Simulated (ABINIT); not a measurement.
Runs of ABINIT 10.8.3 (patched build) on ZrS2. The structure is trigonal, space group P-3m1 (No. 164). The conventional cell has a = 3.691 Å, b = 3.691 Å, c = 6.041 Å, α = 90.00°, β = 90.00°, γ = 120.00°. Zr (site symmetry -3m) is surrounded by 6 S at 2.57 Å. S (site symmetry 3m) is surrounded by 3 Zr at 2.57 Å. The cell is a database's computed one.

```csv
task,level,potentials or basis,U,k mesh,cutoff (eV),smearing,most SCF steps,double counting (usepawu),k mesh for the DOS,fine-grid cutoff,gap on the mesh (eV),pressure (GPa),largest force (eV/Å)
single point,HSE06,SPMS NC PBE v1.0,-,6 × 6 × 4,490,fixed,60,-,-,-,1.88,-0.4,0.09
projected density of states,PBEsol+U,JTH PAW PBE v2.0,Zr d U = 2 eV,8 × 8 × 5,544,fermi-dirac 0.05 eV,-,1,11 × 11 × 7,1088.46 eV,1.13,-1.4,0.04
projected density of states,PBEsol+U,JTH PAW PBE v2.0,Zr d U = 0 eV,8 × 8 × 5,544,fermi-dirac 0.05 eV,-,1,11 × 11 × 7,1088.46 eV,0.98,-2.6,(b)
projected density of states,PBEsol+U,JTH PAW PBE v2.0,Zr d U = 8 eV,8 × 8 × 5,544,fermi-dirac 0.05 eV,-,1,11 × 11 × 7,1088.46 eV,(a),2.1,0.33
projected density of states,PBEsol+U,JTH PAW PBE v2.0,Zr d U = 4 eV,8 × 8 × 5,544,fermi-dirac 0.05 eV,-,1,11 × 11 × 7,1088.46 eV,1.29,-0.3,0.08
projected density of states,PBEsol+U,JTH PAW PBE v2.0,Zr d U = 6 eV,8 × 8 × 5,544,fermi-dirac 0.05 eV,-,1,11 × 11 × 7,1088.46 eV,1.44,0.9,0.20
```

Alike in all rows: no spin polarisation; cell as given.

Problem. Estimate the missing entries.

Solution. (a) 1.60; (b) 0.16.

Caveats: this functional lacks dispersion, which binds the layers, so the pressure and a relaxed spacing across them are unreliable; the PAW data sets were made with another functional, which shifts forces and pressure a little (some runs); an odd mesh through Γ misses points on the zone boundary, where band edges often lie (some runs); Libxc's HSE differs a little from that of other programs (some runs); the potentials were made for another functional, which shifts forces and pressure (some runs).

A k mesh can miss the band edges, and the runs leave out spin-orbit coupling on Zr.

Runs at the PBE level aren't shown here.
